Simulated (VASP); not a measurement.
# MgO (F-43m) in VASP: notebook

One crystal, MgO, is run at these levels: PBE, r2SCAN; tasks: single point.

Everything below comes from runs of VASP 6.6.1. Logs are shortened: lines on timing, memory, paths and dates and some standing lists are left out, and cuts for length are marked.

### 1 Starting point

Symmetry: F-43m, No. 216, cubic system. Conventional cell: a = 4.564 Å, b = 4.564 Å, c = 4.564 Å, α = 90.00°, β = 90.00°, γ = 90.00°. Mg (site symmetry -43m) is surrounded by 4 O at 1.98 Å. Around O (site symmetry -43m) lie 4 Mg at 1.98 Å.

The cell was built by a generator and needn't be a form met in nature.

### 2 Single point, PBE

INCAR reads:

```
SYSTEM = MgO
PREC = Accurate ; ENCUT = 520
EDIFF = 1E-6 ; ISMEAR = -1
SIGMA = 0.02 ; LREAL = .False.
LASPH = .True. ; NELM = 100
ALGO = Normal ; ISIF = 2
LWAVE = .False. ; LCHARG = .False.
GGA = PE ; NBANDS = 11
```

KPOINTS reads:

```
Automatic mesh
0
Gamma
  10 10 10
  0 0 0
```

POSCAR reads:

```
MgO
1.0
    0.0000000000      2.2820056627      2.2820056627
    2.2820056627      0.0000000000      2.2820056627
    2.2820056627      2.2820056627      0.0000000000
Mg O
1 1
Direct
    0.0000000000      0.0000000000      0.0000000000
    0.2500000000      0.2500000000      0.2500000000
```

Potentials or basis: VASP PAW PBE potentials, release 64 (Mg, O).

The run is started by

```
> cat potpaw_PBE.64/Mg/POTCAR potpaw_PBE.64/O/POTCAR > POTCAR
> mpirun -np 1 vasp_std > vasp.out
```

OUTCAR:

```text
SYSTEM = MgO
   PREC = Accurate
   ENCUT = 520
   EDIFF = 1E-6
   ISMEAR = -1
   LREAL = .False.
   LASPH = .True.
   NELM = 100
   ISIF = 2
   GGA = PE

 ion  position               nearest neighbor table
   1  0.000  0.000  0.000-   2 1.98   2 1.98   2 1.98   2 1.98
   2  0.250  0.250  0.250-   1 1.98   1 1.98   1 1.98   1 1.98

  LATTYP: Found a face centered cubic cell.
 ALAT       =     4.5640113254

  Lattice vectors:

 A1 = (   0.0000000000,   2.2820056627,   2.2820056627)
 A2 = (   2.2820056627,   0.0000000000,   2.2820056627)
 A3 = (   2.2820056627,   2.2820056627,   0.0000000000)

Analysis of symmetry for initial positions (statically):
=====================================================================
 Subroutine PRICEL returns:
 Original cell was already a primitive cell.

 Routine SETGRP: Setting up the symmetry group for a
 face centered cubic supercell.

 Subroutine GETGRP returns: Found 24 space group operations
 (whereof 24 operations were pure point group operations)
 out of a pool of 48 trial point group operations.

The static configuration has the point symmetry T_d .

Analysis of symmetry for dynamics (positions and initial velocities):
=====================================================================
 Subroutine PRICEL returns:
 Original cell was already a primitive cell.

 Routine SETGRP: Setting up the symmetry group for a
 face centered cubic supercell.

 Subroutine GETGRP returns: Found 24 space group operations
 (whereof 24 operations were pure point group operations)
 out of a pool of 48 trial point group operations.

The dynamic configuration has the point symmetry T_d .

 Subroutine INISYM returns: Found 24 space group operations
 (whereof 24 operations are pure point group operations),
 and found     1 'primitive' translations

----------------------------------------------------------------------------------------

                                     Primitive cell

  volume of cell :      23.7673

  direct lattice vectors                    reciprocal lattice vectors
     0.000000000  2.282005663  2.282005663    -0.219105504  0.219105504  0.219105504
     2.282005663  0.000000000  2.282005663     0.219105504 -0.219105504  0.219105504
     2.282005663  2.282005663  0.000000000     0.219105504  0.219105504 -0.219105504

  length of vectors
     3.227243358  3.227243358  3.227243358     0.379501864  0.379501864  0.379501864

  position of ions in fractional coordinates (direct lattice)
     0.000000000  0.000000000  0.000000000
     0.250000000  0.250000000  0.250000000

  ion indices of the primitive-cell ions
   primitive index   ion index
                 1           1
                 2           2

----------------------------------------------------------------------------------------

 KPOINTS: Automatic mesh

Automatic generation of k-mesh.
 Grid dimensions read from file:
 generate k-points for:   10   10   10

 Generating k-lattice:

  Cartesian coordinates                     Fractional coordinates (reciprocal lattice)
    -0.021910550  0.021910550  0.021910550     0.100000000  0.000000000  0.000000000
     0.021910550 -0.021910550  0.021910550     0.000000000  0.100000000  0.000000000
     0.021910550  0.021910550 -0.021910550     0.000000000  0.000000000  0.100000000

  Length of vectors
     0.037950186  0.037950186  0.037950186

  Shift w.r.t. Gamma in fractional coordinates (k-lattice)
     0.000000000  0.000000000  0.000000000

 Subroutine IBZKPT returns following result:
 ===========================================

 Found     47 irreducible k-points:

 Following reciprocal coordinates:
            Coordinates               Weight
  0.000000  0.000000  0.000000      1.000000
  0.100000  0.000000  0.000000      8.000000
  0.200000  0.000000  0.000000      8.000000
  0.300000  0.000000  0.000000      8.000000
  0.400000  0.000000  0.000000      8.000000
  0.500000  0.000000  0.000000      4.000000
[... 16 lines left out ...]
  0.300000  0.300000  0.000000      6.000000
  0.400000  0.300000  0.000000     24.000000
 [... further k-points ...]
   k-points           NKPTS =     47   k-points in BZ     NKDIM =     47   number of bands    NBANDS=     11
   number of dos      NEDOS =    301   number of ions     NIONS =      2
   total plane-waves  NPLWV =  13824
   dimension x,y,z NGX =    24 NGY =   24 NGZ =   24
   dimension x,y,z NGXF=    48 NGYF=   48 NGZF=   48
   ions per type =               1   1
   NGX,Y,Z   is equivalent  to a cutoff of  12.36, 12.36, 12.36 a.u.
   NGXF,Y,Z  is equivalent  to a cutoff of  24.73, 24.73, 24.73 a.u.
 SYSTEM =  MgO
   PREC   = accura    normal or accurate (medium, high low for compatibility)
   ISTART =      0    job   : 0-new  1-cont  2-samecut
   ICHARG =      2    charge: 1-file 2-atom 10-const
   ISPIN  =      1    spin polarized calculation?
   LNONCOLLINEAR =      F non collinear calculations
   LSORBIT =      F    spin-orbit coupling
   LASPH  =      T    aspherical Exc in radial PAW
   ENCUT  =  520.0 eV  38.22 Ry    6.18 a.u.   6.00  6.00  6.00*2*pi/ulx,y,z
   NELM   =    100;   NELMIN=  2; NELMDL= -5     # of ELM steps
   EDIFF  = 0.1E-05   stopping-criterion for ELM
   LREAL  =      F    real-space projection
   EDIFFG = 0.1E-04   stopping-criterion for IOM
   NSW    =      0    number of steps for IOM
   IBRION =     -1    ionic relax: 0-MD 1-quasi-New 2-CG
   NFREE  =      0    steps in history (QN), initial steepest desc. (CG)
   ISIF   =      2    stress and relaxation
   ISYM   =      2    0-nonsym 1-usesym 2-fastsym
   POTIM  = 0.5000    time-step for ionic-motion
   TEBEG  =    0.0;   TEEND  =   0.0 temperature during run
   PSTRESS=    0.0 pullay stress
   NELECT =       8.0000    total number of electrons
   NUPDOWN=      -1.0000    fix difference up-down
   EMIN   =  10.00;   EMAX   =-10.00  energy-range for DOS
   EFERMI =   0.00;   METHOD = LEGACY
   ISMEAR =    -1;   SIGMA  =   0.02  broadening in eV -4-tet -1-fermi 0-gaus
   EFERMI_NEDOS =   21; number of points for ismear=-14 and -15
   IALGO  =     38    algorithm
   IMIX   =      4    mixing-type and parameters
     AMIX     =   0.40;   BMIX     =  1.00
     AMIX_MAG =   1.60;   BMIX_MAG =  1.00
  volume/ion in A,a.u.               =      11.88        80.19
  Fermi-wavevector in a.u.,A,eV,Ry     =   1.138793  2.152007 17.644708  1.296849
  Thomas-Fermi vector in A             =   2.275497
   LORBIT       =      0    0 simple, 1 ext, 2 COOP (PROOUT), +10 PAW based schemes
   GGA     = PE    functional components
   LHFCALC =     F    Hartree Fock is set to
   AEXX    =    0.0000 exact exchange contribution
   IVDW    =     0    specifies the selected vdW correction
   LEPSILON=     F    determine dielectric tensor
   LRPA    =     F    only Hartree local field effects (RPA)
 non-spin polarized calculation
  energy-cutoff  :      520.00
  volume of cell :       23.77
 maximum number of plane-waves:       656
   NGX = 13   NGY = 13   NGZ = 13

 number of electron       8.0000007 magnetization

 Free energy of the ion-electron system (eV)
  ---------------------------------------------------
  ext. energy  EPLUGINS =         0.00000000
  ---------------------------------------------------
  free energy    TOTEN  =       -11.69331647 eV

  energy without entropy =      -11.69331647  energy(sigma->0) =      -11.69331647

 E-fermi :   1.3358     XC(G=0):  -9.7204

 val. band max:        0.7877596605   @ k =   0.0000   0.0000   0.0000
 cond. band min:       4.4293047769   @ k =   0.0000   0.0000   0.0000
 fundamental gap:      3.6415451164
 Fermi energy:         1.3357744561

 k-point     1 :       0.0000    0.0000    0.0000
  band No.  band energies     occupation
      1     -15.1127      2.00000
      2       0.7878      2.00000
      3       0.7878      2.00000
      4       0.7878      2.00000
      5       4.4293      0.00000
      6      17.6031      0.00000
      7      17.6031      0.00000
      8      17.6031      0.00000
      9      21.1082      0.00000
     10      21.1083      0.00000
     11      21.1974      0.00000

 k-point     2 :       0.1000    0.0000    0.0000
  band No.  band energies     occupation
      1     -15.0530      2.00000
      2       0.3137      2.00000
      3       0.7696      2.00000
      4       0.7696      2.00000
      5       4.9868      0.00000
      6      16.7026      0.00000
      7      17.5892      0.00000
      8      17.5892      0.00000
      9      19.7139      0.00000
     10      19.7139      0.00000
     11      20.6648      0.00000

 k-point     3 :       0.2000    0.0000    0.0000
  band No.  band energies     occupation
      1     -14.8936      2.00000
      2      -0.6001      2.00000
      3       0.7227      2.00000
      4       0.7228      2.00000
      5       6.1468      0.00000
      6      14.9193      0.00000
      7      17.0396      0.00000
      8      17.0396      0.00000
      9      19.6039      0.00000
     10      19.6039      0.00000
     11      20.1664      0.00000

 k-point     4 :       0.3000    0.0000    0.0000
  band No.  band energies     occupation
      1     -14.6874      2.00000
      2      -1.4553      2.00000
      3       0.6661      2.00000
      4       0.6661      2.00000
      5       7.4203      0.00000
      6      13.1120      0.00000
      7      16.1950      0.00000
      8      16.1950      0.00000
      9      20.0590      0.00000
     10      20.5762      0.00000
     11      20.5762      0.00000
[... 239 lines left out ...]
 k-point    22 :      -0.2000    0.2000    0.0000
  band No.  band energies     occupation
      1     -14.6198      2.00000
      2      -1.3090      2.00000
      3       0.0939      2.00000
      4       0.6998      2.00000
      5       7.8380      0.00000
      6      13.2334      0.00000
      7      14.5291      0.00000
      8      16.3760      0.00000
      9      19.3615      0.00000
     10      21.5309      0.00000
     11      23.4628      0.00000

 k-point    23 :       0.3000    0.3000    0.0000
  band No.  band energies     occupation
      1     -14.5555      2.00000
      2      -1.2478      2.00000
      3       0.2903      2.00000
      4       0.2903      2.00000
      5       7.3929      0.00000
      6      12.8714      0.00000
      7      15.0335      0.00000
      8      17.2532      0.00000
      9      17.2532      0.00000
     10      23.6468      0.00000
     11      24.0027      0.00000

 k-point    24 :       0.4000    0.3000    0.0000
  band No.  band energies     occupation
      1     -14.4217      2.00000
      2      -1.4840      2.00000
      3       0.0940      2.00000
      4       0.2185      2.00000
      5       7.6462      0.00000
      6      12.4533      0.00000
      7      14.6510      0.00000
      8      17.1405      0.00000
      9      17.5479      0.00000
     10      23.9863      0.00000
     11      24.3638      0.00000

 [... further k-points ...]

------------------------ aborting loop because EDIFF is reached ----------------------------------------

  FORCE on cell =-STRESS in cart. coord.  units (eV):
  Direction    XX          YY          ZZ          XY          YZ          ZX
  --------------------------------------------------------------------------------------
  -------------------------------------------------------------------------------------
  Total        0.5141656      0.5141656      0.5141656      0.0000000     -0.0000000      0.0000000
  in kB       34.6603892     34.6603892     34.6603892      0.0000000     -0.0000000      0.0000000
  external PRESSURE =      34.6603892 kB  Pullay stress =       0.0000000 kB

 VOLUME and BASIS-vectors are now :
 -----------------------------------------------------------------------------
  energy-cutoff  :      520.00
  volume of cell :       23.77
      direct lattice vectors                 reciprocal lattice vectors
     0.000000000  2.282005663  2.282005663    -0.219105504  0.219105504  0.219105504
     2.282005663  0.000000000  2.282005663     0.219105504 -0.219105504  0.219105504
     2.282005663  2.282005663  0.000000000     0.219105504  0.219105504 -0.219105504

 POSITION                                       TOTAL-FORCE (eV/Angst)
 -----------------------------------------------------------------------------------
      0.00000      0.00000      0.00000        -0.000000     -0.000000     -0.000000
      1.14100      1.14100      1.14100         0.000000      0.000000      0.000000
 -----------------------------------------------------------------------------------
    total drift:                               -0.000001     -0.000001     -0.000001

  FREE ENERGIE OF THE ION-ELECTRON SYSTEM (eV)
  ---------------------------------------------------
  free  energy   TOTEN  =       -11.6933164727 eV

  energy  without entropy=      -11.6933164727  energy(sigma->0) =      -11.69331647
```

Run time: 7.5 s. Hardware: 1 thread of Intel Xeon Platinum 8259CL at 2.50GHz (Skylake/Cascade Lake), shared host; peak memory 0.14 GiB.

What came out:

```
Free energy            : -11.6933 eV
Pressure               : 3.5 GPa
Band gap on the k mesh : 3.64 eV, direct
```

### 3 Single point, r2SCAN (shear_xy strain +3.0%)

POSCAR reads:

```
MgO
1.0
    0.0342300849      2.2820056627      2.2820056627
    2.2820056627      0.0342300849      2.2820056627
    2.3162357476      2.3162357476      0.0000000000
Mg O
1 1
Direct
    0.0026811211      0.0026811211     -0.0026811211
    0.2473188789      0.2473188789      0.2526811211
```

INCAR.step1 reads:

```
SYSTEM = MgO
  ALGO = Normal
  EDIFF = 1E-4
  ENCUT = 520
  GGA = PE
  ISMEAR = 0
  LASPH = .True.
  LCHARG = .False.
  LREAL = .False.
  LWAVE = .True.
  NBANDS = 11
  NELM = 100
  PREC = Accurate
  SIGMA = 0.01
```

INCAR.step2 reads:

```
SYSTEM = MgO
  ALGO = Normal
  EDIFF = 1E-7
  ENCUT = 520
  ISIF = 2
  ISMEAR = 0
  ISTART = 1
  LASPH = .True.
  LCHARG = .False.
  LMIXTAU = .True.
  LREAL = .False.
  LWAVE = .False.
  METAGGA = R2SCAN
  NBANDS = 11
  NELM = 100
  PREC = Accurate
  SIGMA = 0.01
```

KPOINTS reads:

```
k-points
0
Gamma
  10 10 10
  0 0 0
```

Potentials or basis: VASP PAW PBE potentials, release 64 (Mg, O).

The run is started by

```
> cat potpaw_PBE.64/Mg/POTCAR potpaw_PBE.64/O/POTCAR > POTCAR
> cp INCAR.step1 INCAR
> mpirun -np 1 vasp_std > vasp.out
> cp INCAR.step2 INCAR
> mpirun -np 1 vasp_std > vasp.out
```

Run time: 97 s. Hardware: 1 thread of Intel Xeon Platinum 8259CL at 2.50GHz (Skylake/Cascade Lake), shared host; peak memory 0.18 GiB.

The run converged. Its results:

| Property | Result |
| --- | --- |
| Free energy | -15.8480 eV |
| Pressure | -0.6 GPa |
| Band gap on the k mesh | 4.23 eV, direct |

Forces in eV/Å, atoms in the order of the input:
```
Mg   0.000  0.000  0.003
O    0.000  0.000 -0.003
```

Stress tensor (GPa, compression positive):
```
-0.52 -2.68  0.00
-2.68 -0.52  0.00
 0.00  0.00 -0.63
```

Levels at points of the mesh, in eV from the valence-band top:
```
           k point  band 2  band 3  band 4  band 5  band 6  band 7
(0.00, 0.00, 0.00)   -0.16   -0.09    0.00    4.23   17.41   17.84
(0.50, 0.00, 0.00)   -3.07   -0.34   -0.28    9.53   10.50   15.14
(0.50, 0.50, 0.00)   -2.59   -0.96   -0.70    6.85   12.40   15.24
(0.00, 0.00, 0.50)   -3.14   -0.26   -0.19    9.54   10.39   15.45
(0.50, 0.00, 0.50)   -2.59   -0.83   -0.83    6.85   12.39   15.24
```

Caveat: the PAW data sets were made with another functional, which shifts forces and pressure a little.
